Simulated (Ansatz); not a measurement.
# WSe2: the cost of one run

Method: DFT PBE+D3(BJ), scalar-relativistic, plane waves, PAW, in Ansatz 0.2.0.

3 further runs of the same task are left out: 3 set aside as unsound or not needed.

## Step 1: The structure to begin with

The structure is hexagonal, space group P6_3/mmc (No. 194). Conventional cell: a = 3.279 Å, b = 3.279 Å, c = 12.793 Å, α = 90.00°, β = 90.00°, γ = 120.00°. W (site symmetry -6m2) is surrounded by 6 Se at 2.53 Å. Around Se (site symmetry 3m) lie 3 W at 2.53 Å.

Coordinates:

```
CELL_PARAMETERS angstrom
3.27904 0.00000 0.00000
-1.63952 2.83973 0.00000
0.00000 0.00000 12.79283
ATOMIC_POSITIONS crystal
W 0.66667 0.33333 0.25002
W 0.33333 0.66667 0.74998
Se 0.33333 0.66667 0.38168
Se 0.66667 0.33333 0.88164
Se 0.33333 0.66667 0.11836
Se 0.66667 0.33333 0.61832
```

It goes back to an entry of the Materials Project.

This cell was relaxed beforehand with the same method: volume 19.85 Å³/atom, gap on the mesh 0.90 eV.

## Step 2: Bands, states and charges

The input, input.yaml:

```yaml
crystal:
  lattice:
    - [3.2790406019, 0.0, 0.0]
    - [-1.6395203009, 2.8397324613, 0.0]
    - [0.0, 0.0, 12.7928297555]
  atoms:
    - { symbol: W, position: [0.6666666667, 0.3333333333, 0.2500164789] }
    - { symbol: W, position: [0.3333333333, 0.6666666667, 0.7499835211] }
    - { symbol: Se, position: [0.3333333333, 0.6666666667, 0.3816762949] }
    - { symbol: Se, position: [0.6666666667, 0.3333333333, 0.8816429105] }
    - { symbol: Se, position: [0.3333333333, 0.6666666667, 0.1183570895] }
    - { symbol: Se, position: [0.6666666667, 0.3333333333, 0.6183237051] }
basis:
  ecutwfc: 420
kpoints:
  mp_grid: { grid: [12, 12, 2] }
  band_path:
    path:
      - [[0.0, 0.0, 0.0], [0.5, 0.0, 0.0], [0.33333333, 0.33333333, 0.0], [0.0, 0.0, 0.0], [0.0, 0.0, 0.5], [0.5, 0.0, 0.5], [0.33333333, 0.33333333, 0.5], [0.0, 0.0, 0.5]]
      - [[0.5, 0.0, 0.5], [0.5, 0.0, 0.0]]
      - [[0.33333333, 0.33333333, 0.5], [0.33333333, 0.33333333, 0.0]]
    npoints: 14
hamiltonian:
  xc: pbe
  dispersion: d3bj
scf:
  occupations: { method: gaussian, width: 0.02 }
  n_extra_bands: 15
output:
  forces: true
  stress: true
  eigenvalues: true
  populations: true
  dos: { projected: true, de: 0.02, nscf_kmesh: { grid: [18, 18, 3] } }
  bader: true
  write_density: true
  write_potential: true
  elf: true
  volumetric_format: npy
```

The run is started by

```
> ansatz run input.yaml --threads 2 --pin off --max-ram 5120MiB --backend cpu --events-out ev --progress --plain --runs-dir out
```

What time and memory should one allow on 2 threads of Arm Neoverse V2, shared host?

About 50 s, with a peak of 0.76 GiB.
